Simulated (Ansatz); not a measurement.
MoS2 (started from an entry of an open crystallographic database): a single-point calculation in Ansatz (PBE0). The cell was relaxed beforehand with r2SCAN+rVV10.

```yaml
crystal:
  lattice:
    - [3.1730194928, 0.0, 0.0]
    - [-1.5865097464, 2.7479154875, 0.0]
    - [0.0, 0.0, 12.4359059508]
  atoms:
    - { symbol: Mo, position: [0.3333333333, 0.6666666667, 0.25] }
    - { symbol: Mo, position: [0.6666666667, 0.3333333333, 0.75] }
    - { symbol: S, position: [0.3333333333, 0.6666666667, 0.6249005412] }
    - { symbol: S, position: [0.6666666667, 0.3333333333, 0.1249005412] }
    - { symbol: S, position: [0.3333333333, 0.6666666667, 0.8750994588] }
    - { symbol: S, position: [0.6666666667, 0.3333333333, 0.3750994588] }
kpoints:
  mp_grid: { grid: [6, 6, 2] }
  band_path:
    path:
      - [0.0, 0.0, 0.0]
      - [0.5, 0.0, 0.0]
      - [0.3333333333, 0.3333333333, 0.0]
      - [0.0, 0.0, 0.5]
      - [0.5, 0.0, 0.5]
      - [0.3333333333, 0.3333333333, 0.5]
      - [0.177083, 0.177083, 0.0]
    npoints: 1
hamiltonian:
  xc: pbe0
scf:
  occupations: { method: fixed }
  n_extra_bands: 5
output:
  forces: true
  stress: true
  eigenvalues: true
```

The output follows, shortened, with numbered blanks.
```
Functional definition: PBE0
Crystal: 6 atoms, lattice volume = 108.431 Å³
Basis set: ecut = 420 eV, 2105 PW (Γ)
Bands: 31, of which v1, the nominal top of the filled ones, is band 26 counted from 1 (25 counted from 0)
[1]
Exchange kernel: α = 0.2500, full range, Wigner–Seitz truncation, v(0) = 13383.2839 eV·Å³, q-mesh 6×6×2
hybrid outer 1: dexx = +3.520e-2 eV, tail = 4.41e-5 eV
hybrid outer 2: dexx = +7.981e-6 eV, tail = 3.03e-8 eV, Δε = 2.71e-3 eV, ΔF = 1.85e-3 eV/Å
Free energy (F): -13531.558181 eV
[2]
--- Per-component energies (eV) ---
  E_band       = -434.957982
  E_kinetic    = 1307.775693
  E_local      = -4009.500420
  E_nonlocal   = 393.856131
  E_hartree    = 1544.953826
  E_xc         = -583.897576
  E_vxc        = -625.864447
  E_exx        = -150.180325
  E_paw        = -8829.530138
  E_vpaw       = -290.774645
  E_ewald      = -3203.822022
  E_core_change = -1.213425
--- Forces (eV/Å), atoms counted from 1 ---
  atom   1  Mo      0.00000      0.00000      0.00000
  atom   2  Mo      0.00000      0.00000      0.00000
  atom   3  S       0.00000      0.00000      0.39709
  atom   4  S       0.00000      0.00000      0.39709
  atom   5  S       0.00000      0.00000    -0.39709
  atom   6  S       0.00000      0.00000    -0.39709
--- Stress (GPa, compression-positive) ---
       -2.925432       0.000000       0.000000
        0.000000      -2.925432       0.000000
        0.000000       0.000000      -1.495464
  P = ⅓ Tr σ = -2.4488 GPa (-24.488 kbar)
--- Band table (eV; the first three rows and the last of 14) ---
[3]
```

The rows of the band table are 0: (0, 0, 0) = Γ, 1: (0, 0, -1/2) = A, 2: (0, 1/6, 0), 13: (1/3, 1/3, -1/2) = H.

Question: Give the withheld lines. They hold the Fermi energy and the band table, the symmetry found.

Answer:
```
[1]
Symmetry: 24 space group operations
Space group: P63/mmc (ITA 194)
[2]
Fermi energy:    9.991857 eV
[3]
  k-point 0: bands = […, 7.5433, 7.5889, 7.5889, 8.4765, 8.7645, 9.9919, 13.5098, 13.5098, 13.5401, 13.5401, …]
  k-point 1: bands = […, 7.5661, 7.5661, 7.5661, 7.5661, 9.6704, 9.6704, 13.5162, 13.5162, 13.5162, 13.5162, …]
  k-point 2: bands = […, 6.8970, 6.9568, 7.6419, 8.5635, 8.6826, 9.1538, 12.8303, 13.2270, 13.2721, 13.4274, …]
  k-point 13: bands = […, 6.0637, 6.0637, 6.6871, 6.6871, 9.2867, 9.2867, 12.1259, 12.1259, 13.8164, 13.8164, …]
```
Only the leading digits can be foreseen; the rest is this run's record.

The PBE0 gap is indirect, 2.13 eV (Γ to K), below the direct gap of 2.75 eV at K. A second conduction valley, at K–Γ (0.47 of the way from K), lies only 28 meV higher, so their order isn't settled. Edges are sought over the mesh and the listed points. With the atoms held, the mean pressure is -2.4 GPa (compression positive). (The program warns that its thresholds are loose for a hybrid's stress.) The largest force is 0.40 eV/Å.

Wall time 78 s on 1 × NVIDIA H100 80GB HBM3 with 2 threads of AMD EPYC 7R13 Processor (Zen 3) (shared host), load about 0.8 per core; peak host memory 2.4 GiB.

Calculated for a static, non-magnetic cell.

The runs are scalar-relativistic, without spin-orbit coupling.

The meshes of the hybrids are coarse, so their gaps aren't converged to the digits shown.
